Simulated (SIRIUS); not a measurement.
Set up this calculation in SIRIUS 7.10.0, as the native input.

| Item | Value |
| --- | --- |
| Task | single point |
| Functional | PBEsol |
| Potentials or basis | PseudoDojo 0.4.1 PBEsol standard (scalar relativistic) |
| Cutoff | 1388 eV |
| Density cutoff | 5552 eV |
| k mesh | 7 × 7 × 4 |
| Occupations | fermi-dirac, width 0.05 eV |
| Spin | no spin polarisation |
| Libxc names | ["XC_GGA_X_PBE_SOL", "XC_GGA_C_PBE_SOL"] |
| Energy tol | 1e-08 Ha |
| Density tol | 1e-06 |
| Mixer | anderson |
| Mixing beta | 0.7 |
| Max scf | 100 |
| Radial cutoff for the potentials' integrals | 6.5 bohr |

CdS (Greenockite):

```
CELL_PARAMETERS angstrom
4.15000 0.00000 0.00000
-2.07500 3.59401 0.00000
0.00000 0.00000 6.73700
ATOMIC_POSITIONS crystal
Cd 0.66667 0.33333 0.50000
Cd 0.33333 0.66667 0.00000
S 0.66667 0.33333 0.87500
S 0.33333 0.66667 0.37500
```

One way to write it, as run:

sirius.json

```json
{
  "control": {
    "processing_unit": "cpu",
    "verbosity": 2,
    "num_bands_to_print": 37,
    "print_forces": true,
    "print_stress": true
  },
  "parameters": {
    "electronic_structure_method": "pseudopotential",
    "xc_functionals": ["XC_GGA_X_PBE_SOL", "XC_GGA_C_PBE_SOL"],
    "gk_cutoff": 10.1,
    "pw_cutoff": 20.2,
    "ngridk": [7, 7, 4],
    "shiftk": [0, 0, 0],
    "smearing": "fermi_dirac",
    "smearing_width": 0.0018374661,
    "num_bands": 37,
    "num_mag_dims": 0,
    "num_dft_iter": 100,
    "energy_tol": 1e-08,
    "density_tol": 1e-06
  },
  "iterative_solver": {
    "type": "davidson",
    "min_tolerance": 1e-09,
    "tolerance_scale": [0.1, 0.25]
  },
  "mixer": {
    "type": "anderson",
    "beta": 0.7,
    "max_history": 8
  },
  "settings": {
    "tol_ne": 1e-10,
    "pseudo_grid_cutoff": 6.5
  },
  "unit_cell": {
    "lattice_vectors": [
      [7.842363417197, 0.0, 0.0],
      [-3.921181708598, 6.791685944992, 0.0],
      [0.0, 0.0, 12.731084901604]
    ],
    "atom_coordinate_units": "lattice",
    "atom_types": ["Cd", "S"],
    "atom_files": {
      "S": "S.json",
      "Cd": "Cd.json"
    },
    "atoms": {
      "Cd": [
        [0.6666666667, 0.3333333333, 0.5],
        [0.3333333333, 0.6666666667, 0.0]
      ],
      "S": [
        [0.6666666667, 0.3333333333, 0.875],
        [0.3333333333, 0.6666666667, 0.375]
      ]
    }
  }
}
```

Potentials or basis: PseudoDojo 0.4.1 PBEsol standard (scalar relativistic).

Run with:

```bash
$ upf_to_json S.upf
$ upf_to_json Cd.upf
$ OMP_NUM_THREADS=1 sirius.scf --input=sirius.json --output=out.json --task=0
```

Results of the run:

The pressure is -1.0 GPa and the largest force is 0.065 eV/Å. The band gap on the k mesh is 1.06 eV.

Caveat: an odd mesh through Γ misses points on the zone boundary, where band edges often lie.

Run time: 4.5 min on 1 thread of Arm Neoverse V2 (shared host), peak memory 1.1 GiB.
